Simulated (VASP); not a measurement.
# MgS (F-43m) in VASP: further runs, part 2 of 2

VASP 6.6.1.

## Step 4: Single point, LDA

INCAR

```
  ADDGRID = False
  ALGO = Normal
  EDIFF = 1E-6
  ENCUT = 550
  GGA = CA
  ISIF = 2
  ISMEAR = 0
  LASPH = True
  LCHARG = False
  LREAL = False
  LWAVE = False
  NELM = 100
  PREC = Normal
  SIGMA = 0.05
```

KPOINTS

```
k-points
0
Gamma
  10 10 10
```

POSCAR

```
MgS
1.0
    0.0000000000      2.8331200468      2.8331200468
    2.8331200468      0.0000000000      2.8331200468
    2.8331200468      2.8331200468      0.0000000000
S Mg
1 1
Direct
    0.2346630000      0.2748010000      0.2357280000
   -0.0216520000      0.0237760000     -0.0317750000
```

Potentials or basis: VASP PAW LDA potentials, release 64 (S, Mg).

The run is started by

```
> cat potpaw_LDA.64/S/POTCAR potpaw_LDA.64/Mg/POTCAR > POTCAR
> mpirun -np 1 vasp_std > vasp.out
```

OUTCAR:

```text
EDIFF = 1E-6
   ENCUT = 550
   GGA = CA
   ISIF = 2
   ISMEAR = 0
   LASPH = True
   LREAL = False
   NELM = 100
   PREC = Normal

 Found    504 irreducible k-points:

 Following reciprocal coordinates:
            Coordinates               Weight
  0.000000  0.000000  0.000000      1.000000
  0.100000  0.000000  0.000000      2.000000
  0.000000  0.100000  0.000000      2.000000
  0.000000  0.000000  0.100000      2.000000
  0.100000  0.100000  0.100000      2.000000
  0.200000  0.000000  0.000000      2.000000
   k-points           NKPTS =    504   k-points in BZ     NKDIM =    504   number of bands    NBANDS=      8
   number of dos      NEDOS =    301   number of ions     NIONS =      2
   total plane-waves  NPLWV =  13824
   dimension x,y,z NGX =    24 NGY =   24 NGZ =   24
   dimension x,y,z NGXF=    48 NGYF=   48 NGZF=   48
   ions per type =               1   1
   NGX,Y,Z   is equivalent  to a cutoff of   9.96,  9.96,  9.96 a.u.
   NGXF,Y,Z  is equivalent  to a cutoff of  19.92, 19.92, 19.92 a.u.
 SYSTEM =  unknown system
   PREC   = normal    normal or accurate (medium, high low for compatibility)
   ISTART =      0    job   : 0-new  1-cont  2-samecut
   ICHARG =      2    charge: 1-file 2-atom 10-const
   ISPIN  =      1    spin polarized calculation?
   LNONCOLLINEAR =      F non collinear calculations
   LSORBIT =      F    spin-orbit coupling
   LASPH  =      T    aspherical Exc in radial PAW
   ENCUT  =  550.0 eV  40.42 Ry    6.36 a.u.   7.66  7.66  7.66*2*pi/ulx,y,z
   NELM   =    100;   NELMIN=  2; NELMDL= -5     # of ELM steps
   EDIFF  = 0.1E-05   stopping-criterion for ELM
   LREAL  =      F    real-space projection
   EDIFFG = 0.1E-04   stopping-criterion for IOM
   NSW    =      0    number of steps for IOM
   IBRION =     -1    ionic relax: 0-MD 1-quasi-New 2-CG
   NFREE  =      0    steps in history (QN), initial steepest desc. (CG)
   ISIF   =      2    stress and relaxation
   ISYM   =      2    0-nonsym 1-usesym 2-fastsym
   POTIM  = 0.5000    time-step for ionic-motion
   TEBEG  =    0.0;   TEEND  =   0.0 temperature during run
   PSTRESS=    0.0 pullay stress
   NELECT =       8.0000    total number of electrons
   NUPDOWN=      -1.0000    fix difference up-down
   EMIN   =  10.00;   EMAX   =-10.00  energy-range for DOS
   EFERMI =   0.00;   METHOD = LEGACY
   ISMEAR =     0;   SIGMA  =   0.05  broadening in eV -4-tet -1-fermi 0-gaus
   EFERMI_NEDOS =   21; number of points for ismear=-14 and -15
   IALGO  =     38    algorithm
   IMIX   =      4    mixing-type and parameters
     AMIX     =   0.40;   BMIX     =  1.00
     AMIX_MAG =   1.60;   BMIX_MAG =  1.00
  volume/ion in A,a.u.               =      22.74       153.46
  Fermi-wavevector in a.u.,A,eV,Ry     =   0.917269  1.733386 11.447692  0.841382
  Thomas-Fermi vector in A             =   2.042218
   LORBIT       =      0    0 simple, 1 ext, 2 COOP (PROOUT), +10 PAW based schemes
   GGA     = CA    functional components
   LHFCALC =     F    Hartree Fock is set to
   AEXX    =    0.0000 exact exchange contribution
   IVDW    =     0    specifies the selected vdW correction
   LEPSILON=     F    determine dielectric tensor
   LRPA    =     F    only Hartree local field effects (RPA)
 non-spin polarized calculation
 Gauss-broadening in eV      SIGMA  =   0.05
  energy-cutoff  :      550.00
  volume of cell :       45.48
 maximum number of plane-waves:      1363
   NGX = 15   NGY = 15   NGZ = 15

 number of electron       8.0000000 magnetization

 Free energy of the ion-electron system (eV)
  ---------------------------------------------------
  ext. energy  EPLUGINS =         0.00000000
  ---------------------------------------------------
  free energy    TOTEN  =        -9.35898133 eV

  energy without entropy =       -9.35898133  energy(sigma->0) =       -9.35898133

 E-fermi :   1.2654     XC(G=0):  -8.7521

 val. band max:        0.9985110587   @ k =   0.0000   0.0000   0.0000
 cond. band min:       4.0585364693   @ k =   0.0000   0.0000   0.0000
 fundamental gap:      3.0600254107
 Fermi energy:         1.2654013220

 k-point     1 :       0.0000    0.0000    0.0000
  band No.  band energies     occupation
      1     -10.3529      2.00000
      2       0.7805      2.00000
      3       0.8541      2.00000
      4       0.9985      2.00000
      5       4.0585      0.00000
      6       8.6339      0.00000
      7       8.6392      0.00000
      8       8.6602      0.00000

 k-point     2 :       0.1000    0.0000    0.0000
  band No.  band energies     occupation
      1     -10.2950      2.00000
      2       0.3531      2.00000
      3       0.7727      2.00000
      4       0.9483      2.00000
      5       4.5324      0.00000
      6       8.4846      0.00000
      7       8.7547      0.00000
      8       8.8013      0.00000

 k-point     3 :       0.0000    0.1000    0.0000
  band No.  band energies     occupation
      1     -10.2952      2.00000
      2       0.3757      2.00000
      3       0.7549      2.00000
      4       0.9411      2.00000
      5       4.5347      0.00000
      6       8.4799      0.00000
      7       8.7564      0.00000
      8       8.7980      0.00000

 k-point     4 :       0.0000    0.0000    0.1000
  band No.  band energies     occupation
      1     -10.2947      2.00000
      2       0.3090      2.00000
      3       0.8164      2.00000
      4       0.9536      2.00000
      5       4.5275      0.00000
      6       8.5026      0.00000
      7       8.7661      0.00000
      8       8.7849      0.00000

 k-point     5 :       0.1000    0.1000    0.1000
  band No.  band energies     occupation
      1     -10.2960      2.00000
      2       0.4902      2.00000
      3       0.7494      2.00000
      4       0.8202      2.00000
      5       4.5458      0.00000
      6       8.4892      0.00000
      7       8.7403      0.00000
      8       8.7727      0.00000

 k-point     6 :       0.2000    0.0000    0.0000
  band No.  band energies     occupation
      1     -10.1360      2.00000
      2      -0.5835      2.00000
      3       0.6822      2.00000
      4       0.8550      2.00000
      5       5.3262      0.00000
      6       8.3506      0.00000
      7       8.8735      0.00000
      8       9.0035      0.00000

 [... further k-points ...]

------------------------ aborting loop because EDIFF is reached ----------------------------------------

  FORCE on cell =-STRESS in cart. coord.  units (eV):
  Direction    XX          YY          ZZ          XY          YZ          ZX
  --------------------------------------------------------------------------------------
  -------------------------------------------------------------------------------------
  Total       -0.6655571     -0.6821839     -0.6437173     -0.0617918     -0.2711982     -0.3584717
  in kB      -23.4461196    -24.0318452    -22.6767500     -2.1767902     -9.5537177    -12.6281730
  external PRESSURE =     -23.3849049 kB  Pullay stress =       0.0000000 kB

 VOLUME and BASIS-vectors are now :
 -----------------------------------------------------------------------------
  energy-cutoff  :      550.00
  volume of cell :       45.48
      direct lattice vectors                 reciprocal lattice vectors
     0.000000000  2.833120047  2.833120047    -0.176483874  0.176483874  0.176483874
     2.833120047  0.000000000  2.833120047     0.176483874 -0.176483874  0.176483874
     2.833120047  2.833120047  0.000000000     0.176483874  0.176483874 -0.176483874

 POSITION                                       TOTAL-FORCE (eV/Angst)
 -----------------------------------------------------------------------------------
      1.44639      1.33267      1.44337        -0.256661     -0.340999     -0.046536
      2.81046      5.51487      2.83914         0.256661      0.340999      0.046536
 -----------------------------------------------------------------------------------
    total drift:                                0.000020      0.000071      0.000002

  FREE ENERGIE OF THE ION-ELECTRON SYSTEM (eV)
  ---------------------------------------------------
  free  energy   TOTEN  =        -9.3589813303 eV

  energy  without entropy=       -9.3589813303  energy(sigma->0) =       -9.35898133
```

OSZICAR:

```text
N       E                     dE             d eps       ncg     rms          rms(c)
DAV:   1     0.250204766354E+02    0.25020E+02   -0.36055E+03  8184   0.826E+02
DAV:   2    -0.852207947353E+01   -0.33543E+02   -0.32437E+02 10912   0.107E+02
DAV:   3    -0.991687526216E+01   -0.13948E+01   -0.13948E+01  9744   0.301E+01
DAV:   4    -0.992457707138E+01   -0.77018E-02   -0.77018E-02 13472   0.259E+00
DAV:   5    -0.992458527460E+01   -0.82032E-05   -0.82032E-05 10144   0.694E-02    0.402E+00
DAV:   6    -0.941608216706E+01    0.50850E+00   -0.15015E+00  8112   0.566E+00    0.308E+00
DAV:   7    -0.936395163502E+01    0.52131E-01   -0.23475E-01  9856   0.234E+00    0.220E+00
DAV:   8    -0.935942487465E+01    0.45268E-02   -0.11034E-02  9864   0.876E-01    0.951E-01
DAV:   9    -0.935894571836E+01    0.47916E-03   -0.11701E-03  9816   0.225E-01    0.339E-01
DAV:  10    -0.935897895060E+01   -0.33232E-04   -0.52216E-05 10936   0.464E-02    0.849E-02
DAV:  11    -0.935898134293E+01   -0.23923E-05   -0.15997E-05  9552   0.230E-02    0.341E-02
DAV:  12    -0.935898133030E+01    0.12626E-07   -0.65278E-07  5464   0.504E-03
   1 F= -.93589813E+01 E0= -.93589813E+01  d E =-.119246E-16
```

It took 53 s on 1 thread of Intel Xeon Platinum 8559C (Emerald Rapids), shared host; peak memory 0.33 GiB.

The run converged, but some of its settings lie outside the range that counts as converged, so its numbers aren't taken as properties of the crystal.

What came out:

```
Free energy            : -9.3590 eV
Pressure               : -2.3 GPa
Largest force          : 0.429 eV/Å
Band gap on the k mesh : 3.06 eV, direct
```

## Step 5: Single point, LDA

Changes to INCAR since step 4:

```diff
@@ -9,6 +9,6 @@
   LCHARG = False
-  LREAL = False
+  LREAL = Auto
   LWAVE = False
   NELM = 100
-  PREC = Normal
+  PREC = Accurate
   SIGMA = 0.05
```

KPOINTS is that of step 4.

POSCAR

```
MgS
1.0
    0.0000000000      2.8331200468      2.8331200468
    2.8331200468      0.0000000000      2.8331200468
    2.8331200468      2.8331200468      0.0000000000
S Mg
1 1
Direct
    0.2500000000      0.2500000000      0.2500000000
    0.0000000000      0.0000000000      0.0000000000
```

The run is started by

```
> cat potpaw_LDA.64/S/POTCAR potpaw_LDA.64/Mg/POTCAR > POTCAR
> mpirun -np 1 vasp_std > vasp.out
```

Run time: 20 s. Hardware: 1 thread of Intel Xeon Platinum 8559C (Emerald Rapids), shared host; peak memory 0.14 GiB.

These settings aren't checked as converged: the numbers below hold their error.

Results:

```
Free energy            : -9.3786 eV
Pressure               : -2.5 GPa
Band gap on the k mesh : 3.18 eV, direct
```
